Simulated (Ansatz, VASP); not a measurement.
Given: the input of a run of VASP 6.6.1 on Pb.

The input INCAR:

```
  PREC = Accurate
  ENCUT = 600
  EDIFF = 1E-7
  ISMEAR = -1
  SIGMA = 0.05
  LREAL = F
  LASPH = T
  NELM = 80
  ALGO = Normal
  ISIF = 3
  LWAVE = F
  LCHARG = F
  GGA = PS
  IBRION = 2
  NSW = 80
  EDIFFG = -0.005
```

The input KPOINTS:

```
Automatic mesh
0
Gamma
  9 9 9
```

The input POSCAR:

```
Pb
1.0
   -1.9796595667      1.9796595667      1.9796595667
    1.9796595667     -1.9796595667      1.9796595667
    1.9796595667      1.9796595667     -1.9796595667
Pb
1
Direct
    0.0000000000      0.0000000000      0.0000000000
```

Potentials or basis: VASP PAW PBE potentials, release 64 (Pb_d).

Command:

```bash
$ cat potpaw_PBE.64/Pb_d/POTCAR > POTCAR
$ mpirun -np 1 vasp_std > vasp.out
```

Problem. Set up the same calculation for Ansatz 0.2.0. Potentials there: all-electron LAPW, scalar-relativistic.

Solution. As run (the cutoff follows the program's own potentials):

Contents of input.yaml:

```yaml
crystal:
  lattice:
    - [-1.9796595667, 1.9796595667, 1.9796595667]
    - [1.9796595667, -1.9796595667, 1.9796595667]
    - [1.9796595667, 1.9796595667, -1.9796595667]
  atoms:
    - { symbol: Pb, position: [0.0, 0.0, 0.0] }
kpoints:
  mp_grid: { grid: [9, 9, 9] }
scf:
  occupations: { method: fermi_dirac, width: 0.05 }
hamiltonian:
  xc: pbesol
  pseudopotentials: { kind: all_electron, lapw: { basis_error: 0.001 } }
output:
  forces: true
  stress: true
relax:
  f_tol: 0.005
  max_steps: 60
  cell: {}
```

Potentials or basis: all-electron LAPW, scalar-relativistic.

The run is started by

```bash
$ ansatz run input.yaml --threads 1 --pin off --max-ram 3072MiB --backend cpu --events-out ev --progress --plain --runs-dir out
```

Both were run:

|  | VASP | Ansatz | Ansatz less VASP |
| --- | --- | --- | --- |
| relaxed volume (Å³/atom) | 29.66 | 29.65 | -0.003 |
| relaxed cell length with the largest relative difference (Å) | 3.377 | 3.377 | -0.0001 |
| energy change over the relaxation (meV/atom) | -9 | -9 | 0.0 |

Ansatz ran all-electron here, so the differences hold the error of VASP's frozen core and of both bases.

Caveats: the PAW data sets were made with another functional, which shifts forces and pressure a little (VASP). Spin-orbit coupling is left out, which matters for the levels of Pb.
